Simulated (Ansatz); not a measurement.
# Re in Ansatz: the effect of functional

The system is Re.

```xyz
2
Lattice="2.7608 0.0000 0.0000 -1.3804 2.3909 0.0000 0.0000 0.0000 4.4582" Properties=species:S:1:pos:R:3 pbc="T T T"
Re    1.3804    0.7970    3.3436
Re    0.0000    1.5939    1.1145
```

Alike in all runs:

| Property | Result |
| --- | --- |
| Program | Ansatz 0.2.0 |
| Task | equation of state |
| Potentials or basis | Ansatz PAW |
| k mesh | 11 × 11 × 6 |
| Occupations | fermi-dirac, width 0.05 eV |
| Spin | no spin polarisation |

Problem. One run gave: V0 of scaled cells 14.70 Å³/atom; B0 386 GPa. Which functional did it use?
A. r2SCAN
B. PBE
C. LDA

Solution. A.

```tsv
functional	cutoff	V0 of scaled cells (Å³/atom)	B0 (GPa)
PBE	420 eV	14.95	363
LDA	420 eV	14.33	403
r2SCAN	500 eV	14.70	386
```

Caveats: the cell was scaled at fixed shape and fractional positions, which overstates the stiffness of a crystal with free parameters, most of all of layers and chains; the PAW data sets come from PBE, with cores solved anew for the run's functional, which leaves a small shift of forces and pressure (some runs).

Not every run made on this cell is shown here.
